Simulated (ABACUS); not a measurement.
# BN (F-43m) in ABACUS: settings compared, part 2 of 2

ABACUS 3.10.1. The steps go on from the part before.

## 5. Relaxation of cell and atoms, OLYP

Contents of run_abacus.py:

```python
"""Relaxation by an ASE optimiser with ABACUS as a small file-based calculator."""
import re
import subprocess
import numpy as np
from ase.calculators.calculator import Calculator, all_changes
from ase.filters import FrechetCellFilter
from ase.io import read
from ase.optimize import BFGS
from ase.stress import full_3x3_to_voigt_6_stress
from ase.units import Bohr, GPa

atoms = read("BN.cif")
atoms = atoms[(-atoms.numbers).argsort(kind="stable")]  # ABACUS lists atoms element by element
pseudo = {'N': 'N.upf', 'B': 'B.upf'}
orbital = {}
magmoms = None
kmesh = [10, 10, 10]
params = {
    'suffix': 'BN',
    'calculation': 'scf',
    'basis_type': 'pw',
    'pseudo_dir': './',
    'symmetry': 1,
    'dft_functional': 'GGA_X_OPTX+GGA_C_LYP',
    'ecutwfc': 84,
    'pseudo_rcut': 10,
    'nspin': 1,
    'nbands': 8,
    'ks_solver': 'dav',
    'smearing_method': 'fd',
    'smearing_sigma': 0.00367493,
    'scf_thr': 1e-08,
    'scf_nmax': 100,
    'mixing_type': 'broyden',
    'mixing_beta': 0.7,
    'cal_force': 1,
    'cal_stress': 1,
    'kpar': 4,
}

def write_input(atoms):
    symbols = atoms.get_chemical_symbols()
    elements = list(dict.fromkeys(symbols))
    lines = ["ATOMIC_SPECIES"] + [f"{e} {atoms.get_masses()[symbols.index(e)]:.4f} {pseudo[e]}" for e in elements]
    if orbital:
        lines += ["", "NUMERICAL_ORBITAL"] + [orbital[e] for e in elements]
    lines += ["", "LATTICE_CONSTANT", f"{1 / Bohr:.10f}", "", "LATTICE_VECTORS"]
    lines += [" ".join(f"{x:.10f}" for x in v) for v in atoms.cell]
    lines += ["", "ATOMIC_POSITIONS", "Direct"]
    for e in elements:
        lines += ["", e, "0.0", str(symbols.count(e))]
        for i, p in enumerate(atoms.get_scaled_positions(wrap=False)):
            if symbols[i] == e:
                mag = "" if magmoms is None else " mag " + " ".join(str(x) for x in (magmoms[i] if isinstance(magmoms[i], list) else [magmoms[i]]))
                lines.append(" ".join(f"{x:.10f}" for x in p) + " 1 1 1" + mag)
    open("STRU", "w").write("\n".join(lines) + "\n")
    open("KPT", "w").write("K_POINTS\n0\nGamma\n%d %d %d 0 0 0\n" % tuple(kmesh))
    open("INPUT", "w").write("INPUT_PARAMETERS\n" + "".join(f"{k:<20s}{v}\n" for k, v in params.items()))

class Abacus(Calculator):
    implemented_properties = ["energy", "free_energy", "forces", "stress"]

    def calculate(self, atoms=None, properties=("energy",), system_changes=all_changes):
        super().calculate(atoms, properties, system_changes)
        write_input(self.atoms)
        subprocess.run(['mpirun', '-np', '4', 'abacus'], check=True)
        log = open("OUT.BN/running_scf.log").read()
        if "charge density convergence is achieved" not in log:
            raise RuntimeError("SCF not converged")
        rows = lambda title, n: np.array([l.split()[-3:] for l in log.split(title)[-1].split("\n")[2:2 + n]], float)
        energy = float(re.findall(r"FINAL_ETOT_IS (\S+)", log)[-1])
        stress = -rows("TOTAL-STRESS", 3) / 10 * GPa  # ABACUS prints kbar, compression positive
        self.results = dict(energy=energy, free_energy=energy, forces=rows("TOTAL-FORCE", len(self.atoms)), stress=full_3x3_to_voigt_6_stress(stress))

atoms.calc = Abacus()
opt = BFGS(FrechetCellFilter(atoms), logfile="opt.log", trajectory="relax.traj")
print("optimiser converged:", opt.run(fmax=0.02, steps=60))
```

Contents of BN.cif:

```cif
data_BN
_cell_length_a 2.56397060
_cell_length_b 2.56397060
_cell_length_c 2.56397060
_cell_angle_alpha 60.00000000
_cell_angle_beta 60.00000000
_cell_angle_gamma 60.00000000
_space_group_name_H-M_alt 'P1'
_space_group_name_Hall 'P 1'
_space_group_IT_number 1
loop_
_space_group_symop_operation_xyz
'x,y,z'
loop_
_atom_site_label
_atom_site_type_symbol
_atom_site_symmetry_multiplicity
_atom_site_Wyckoff_symbol
_atom_site_fract_x
_atom_site_fract_y
_atom_site_fract_z
_atom_site_occupancy
N1 N 1 a 0.2500000000 0.2500000000 0.2500000000 1
B1 B 1 a 0.0000000000 0.0000000000 0.0000000000 1
```

Potentials or basis: PseudoDojo NC SR 0.5 PBE stringent, plane waves.

Started as:

```sh
$ OMP_NUM_THREADS=1 python run_abacus.py > log
```

running log:

```text
ABACUS v3.10.1

               Atomic-orbital Based Ab-initio Computation at UStc

 ------------------------------------------------------------------------------------

 READING GENERAL INFORMATION
                           global_out_dir = OUT.BN/
                           global_in_card = INPUT
                               pseudo_dir = ./
                              orbital_dir =
                                    DSIZE = 4
                                    GSIZE = 1

 READING UNITCELL INFORMATION
                                    ntype = 2
                  lattice constant (Bohr) = 1.88973
              lattice constant (Angstrom) = 1

 READING ATOM TYPE 1
                               atom label = N
                      L=0, number of zeta = 1
                      L=1, number of zeta = 1
                      L=2, number of zeta = 1
             number of atom for this type = 1

 READING ATOM TYPE 2
                               atom label = B
                      L=0, number of zeta = 1
                      L=1, number of zeta = 1
                      L=2, number of zeta = 1
             number of atom for this type = 1

                        TOTAL ATOM NUMBER = 2
DIRECT COORDINATES
    atom                   x                   y                   z     mag                  vx                  vy                  vz
taud_N1            0.2500000000        0.2500000000        0.2500000000  0.0000        0.0000000000        0.0000000000        0.0000000000
taud_B1            0.0000000000        0.0000000000        0.0000000000  0.0000        0.0000000000        0.0000000000        0.0000000000

                          Volume (Bohr^3) = 78.1715
                             Volume (A^3) = 11.5838

 Lattice vectors: (Cartesian coordinate: in unit of a_0)
             +2.53974                  +0                  +0
             +1.26987            +2.19948                  +0
             +1.26987           +0.733159            +2.07369
 Reciprocal vectors: (Cartesian coordinate: in unit of 2 pi/a_0)
            +0.393741           -0.227327           -0.160744
                   -0           +0.454653           -0.160744
                   +0                  -0           +0.482233
 The esolver type has been set to : ksdft_pw

                PAO radial cut off (Bohr) = 10

 Read in pseudopotential file is N.upf
                     pseudopotential type = NC
          exchange-correlation functional = PBE
                 nonlocal core correction = 1
                        valence electrons = 5
                                     lmax = 1
                           number of zeta = 2
                     number of projectors = 4
                           L of projector = 0
                           L of projector = 0
                           L of projector = 1
                           L of projector = 1
 XC functional updated to : GGA_X_OPTX+GGA_C_LYP
          exchange-correlation functional = GGA_X_OPTX+GGA_C_LYP
                PAO radial cut off (Bohr) = 10

 Read in pseudopotential file is B.upf
                     pseudopotential type = NC
          exchange-correlation functional = PBE
                 nonlocal core correction = 1
                        valence electrons = 3
                                     lmax = 1
                           number of zeta = 2
                     number of projectors = 4
                           L of projector = 0
                           L of projector = 0
                           L of projector = 1
                           L of projector = 1
 XC functional updated to : GGA_X_OPTX+GGA_C_LYP
          exchange-correlation functional = GGA_X_OPTX+GGA_C_LYP
     initial pseudo atomic orbital number = 8

 SETUP THE ELECTRONS NUMBER
             electron number of element N = 5
       total electron number of element N = 5
             electron number of element B = 3
       total electron number of element B = 3
[... 100 lines left out ...]
       4  0.30000000  0.30000000  0.30000000  0.0080       3
       5  0.40000000  0.40000000  0.40000000  0.0080       4
       6  0.50000000  0.50000000  0.50000000  0.0040       5
[... 22 lines left out ...]
      29  0.50000000  0.50000000  0.10000000  0.0240      45
      30 -0.20000000  0.40000000  0.40000000  0.0120      46
[... 17 further k points ...]

                               nkstot now = 47
[... K-POINTS DIRECT COORDINATES: 47 rows ...]

           k-point number in this process = 12
       minimum distributed K point number = 11
[... stars of the k points ...]

[... K-POINTS CARTESIAN COORDINATES: 12 rows ...]

[... K-POINTS DIRECT COORDINATES: 12 rows ...]

 SETUP PLANE WAVES FOR WAVE FUNCTIONS
     energy cutoff for wavefunc (unit:Ry) = 84
              fft grid for wave functions = [ 30, 30, 30 ]
                    number of plane waves = 1291
                         number of sticks = 163

 PARALLEL PW FOR WAVE FUNCTIONS
     PROC   COLUMNS(POT)             PW
        1            163           1291
 --------------- sum -------------------
        1            163           1291

 SETUP NONLOCAL PSEUDOPOTENTIALS IN PLANE WAVE BASIS
 N non-local projectors:
 projector 1 L=0
 projector 2 L=0
 projector 3 L=1
 projector 4 L=1
 B non-local projectors:
 projector 1 L=0
 projector 2 L=0
 projector 3 L=1
 projector 4 L=1
      TOTAL NUMBER OF NONLOCAL PROJECTORS = 16

 Init Non-Local PseudoPotential table :
 Init Non-Local-Pseudopotential done.

                                     npwx = 1017

 Make real space PAO into reciprocal space.
       max mesh points in Pseudopotential = 1001
     dq(describe PAO in reciprocal space) = 0.01
                                    max q = 1104

 number of pseudo atomic orbitals for N is 2
WARNING: norm of atomic wavefunction # 2 of atomic type N is 0.999999, renormalized

 number of pseudo atomic orbitals for B is 2
WARNING: norm of atomic wavefunction # 2 of atomic type B is 0.999877, renormalized

 -------------------------------------------
 SELF-CONSISTENT
 -------------------------------------------
                                 init_chg = atomic

 PW ALGORITHM --------------- ION=   1  ELEC=   1--------------------------------

 Density error is 0.232677304989
                          Error Threshold = 0.01
----------------------------------------------------------
     Energy           Rydberg                 eV
----------------------------------------------------------
 E_KohnSham     -26.7494167084       -363.9444854112
 E_Harris       -25.6832130328       -349.4380401942
 E_Fermi        1.0039425642         13.6593393379
----------------------------------------------------------
[... 63 lines left out ...]
 Density error is 6.85208277069e-09
                          Error Threshold = 3.35970523425e-10
----------------------------------------------------------
     Energy           Rydberg                 eV
----------------------------------------------------------
 E_KohnSham     -26.8086673068       -364.7506311585
 E_KS(sigma->0) -26.8086673068       -364.7506311585
 E_Harris       -26.8085122159       -364.7485210391
 E_band         2.0151906708         27.4180756798
 E_one_elec     4.8997030604         66.6638801295
 E_Hartree      3.5975971581         48.9478204589
 E_xc           -8.7945462882        -119.6559408442
 E_Ewald        -26.5114212371       -360.7063909026
 E_entropy(-TS) -0.0000000000        -0.0000000000
 E_descf        0.0000000000         0.0000000000
 E_exx          0.0000000000         0.0000000000
 E_Fermi        1.1122417918         15.1328259218
----------------------------------------------------------

 charge density convergence is achieved
 final etot is -364.75063116 eV
 EFERMI = 15.132825922 eV

 STATE ENERGY(eV) AND OCCUPATIONS    NSPIN == 1
 1/12 kpoint (Cartesian) = 0.0000 0.0000 0.0000 (965 pws)
       1       -9.00792     0.00200000
       2        11.3523     0.00200000
       3        11.3523     0.00200000
       4        11.3523     0.00200000
       5        20.3708    6.37215e-49
       6        20.3708    6.37215e-49
       7        20.3708    6.37215e-49
       8        22.1939    9.30894e-65
[... 41 lines left out ...]
 6/12 kpoint (Cartesian) = 0.19687 0.11366 0.080372 (1008 pws)
       1       -4.73740     0.00800000
       2       0.587426     0.00800000
       3        9.37850     0.00800000
       4        9.37850     0.00800000
       5        21.9328    6.90856e-62
       6        22.3103    3.63076e-65
       7        22.3103    3.63076e-65
       8        26.9817        0.00000

[... levels at 6 further k points ...]

------------------------------------------------------------------------------------------
 TOTAL-FORCE (eV/Angstrom)
------------------------------------------------------------------------------------------
                        N1         0.0000000000         0.0000000000         0.0000000000
                        B1         0.0000000000         0.0000000000         0.0000000000
------------------------------------------------------------------------------------------

----------------------------------------------------------------
 TOTAL-STRESS (KBAR)
----------------------------------------------------------------
         1.8683650979         0.0000000000         0.0000000000
         0.0000000000         1.8683650979        -0.0000000000
        -0.0000000000        -0.0000000000         1.8683650978
----------------------------------------------------------------
 TOTAL-PRESSURE: 1.868365 KBAR

 --------------------------------------------
 !FINAL_ETOT_IS -364.7506311585108278 eV
 --------------------------------------------
```

It took 6.8 s on 4 MPI ranks of Intel Xeon Platinum 8488C (Sapphire Rapids), shared host; peak memory 0.36 GiB.

Results:

* Free energy: -364.7506 eV
* Relaxed volume: 5.79 Å³/atom
* Relaxed cell: a = 2.540 Å, b = 2.540 Å, c = 2.540 Å, α = 60.00°, β = 60.00°, γ = 60.00°
* Space group after relaxing (to 0.05 Å): F-43m (No. 216)
* Energy gained by relaxing: 5.4 meV/atom
* Ionic steps: 3
* Pressure after relaxing: 0.2 GPa
* Band gap on the k mesh: 4.76 eV, indirect (least direct gap 9.02 eV)

The path:
```tsv
step	energy change (eV)	largest force (eV/Å)	pressure (GPa)	volume (Å³)
1	0.0000	0.0000	-10.29	11.92
2	-0.0054	0.0000	-7.39	11.82
3	-0.0108	0.0000	0.19	11.58
```

Final structure:
```
N B
1.0
     2.53974    0.00000    0.00000
     1.26987    2.19948    0.00000
     1.26987    0.73316    2.07369
N B
1 1
Cartesian
  1.2699 0.7332 0.5184
  0.0000 0.0000 0.0000
```

Levels at points of the mesh, in eV from the valence-band top:
```tsv
k point	band 1	band 2	band 3	band 4
(0.00, 0.00, 0.00)	-20.36	0.00	0.00	0.00
(0.50, 0.50, 0.50)	-16.09	-10.76	-1.97	-1.97
(0.50, 0.50, 0.00)	-14.71	-8.97	-4.97	-4.97
```

Caveat: the potentials were made for another functional, which shifts forces and pressure. A k mesh can miss the band edges.

## 6. Overview

```csv
task,level,potentials or basis,cell,max steps of the relaxation,force threshold,optimiser,stress threshold,max steps,gap on the mesh (eV),pressure (GPa),relaxed volume (Å³/atom)
single point,BLYP,"PseudoDojo NC SR 0.4.1 PBE standard, plane waves",as given,-,-,-,-,-,4.88,10.1,-
relaxation of cell and atoms,BLYP,"PseudoDojo NC SR 0.4.1 PBE standard, plane waves",relaxed,60,0.01 eV/Å,cg,0.5 kbar,-,4.84,0.0,6.13
single point,OLYP,"PseudoDojo NC SR 0.5 PBE stringent, plane waves",as given,-,-,-,-,-,4.73,-10.3,-
relaxation of cell and atoms,OLYP,"PseudoDojo NC SR 0.5 PBE stringent, plane waves",relaxed,-,0.02 eV/Å,ASE BFGS,-,60,4.76,0.2,5.79
```

Alike in all rows: no spin polarisation; k mesh 10 × 10 × 10; cutoff (eV) 1143; smearing fermi-dirac 0.05 eV.

Caveats: the potentials were made for another functional, which shifts forces and pressure.

Absolute energies hang on the potentials; compare differences alone.

## 7. Against experiment

Step 2. A measured gap of BN is 6.4 eV (indirect; 300 K; a printed reference work, monograph); the calculated 4.88 eV misses it by -1.52 eV. The value is that of BLYP on a finite k mesh, which can miss the band edges, without temperature or zero-point motion. Semilocal functionals fall short of measured gaps as a rule. The cell is a database's relaxed one, not the measured one, which moves gaps too.

Step 4. Measured gap of BN: 6.4 eV (indirect; 300 K; a printed reference work, monograph). This calculation gives 4.73 eV (-1.67 eV). The value is that of OLYP on a finite k mesh, which can miss the band edges, without temperature or zero-point motion. The cell is a database's relaxed one, not the measured one, which moves gaps too.
